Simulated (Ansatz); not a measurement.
InSb (P4/mmm), tetragonal deformation path

Method: DFT PBEsol, scalar-relativistic, plane waves, PAW (Ansatz 0.2.0). Cutoff 420 eV, Γ-centred 18×18×10 k-points, Gaussian smearing of 0.15 eV. No spin polarisation. Energies are free energies at this smearing, counted from the undisturbed cell; pressure is positive in compression.

Reference structure (as given, not relaxed at this level; it stands at -2.1 GPa; this form isn't the usual structure):

```xyz
2
Lattice="3.0767 0.0000 0.0000 0.0000 3.0767 0.0000 0.0000 0.0000 6.2155" Properties=species:S:1:pos:R:3 pbc="T T T"
In    0.0000    0.0000    0.0000
Sb    0.0000    0.0000    3.1077
```

At fixed volume and fractional coordinates, lengths along (0.000, 0.000, 1.000) are scaled against those across it; ρ is that ratio over its starting value. The cell is metallic on the mesh throughout.

```tsv
ρ	ΔE (meV/atom)
0.850	141.1
0.920	31.2
0.960	5.9
1.000	0.0
1.100	48.2
1.200	158.3
```

Task: Predict the pressure (GPa) at each point.

Result:
| ρ | pressure (GPa) |
| --- | --- |
| 0.850 | 0.3 |
| 0.920 | -1.8 |
| 0.960 | -2.2 |
| 1.000 | -2.1 |
| 1.100 | -0.9 |
| 1.200 | 1.7 |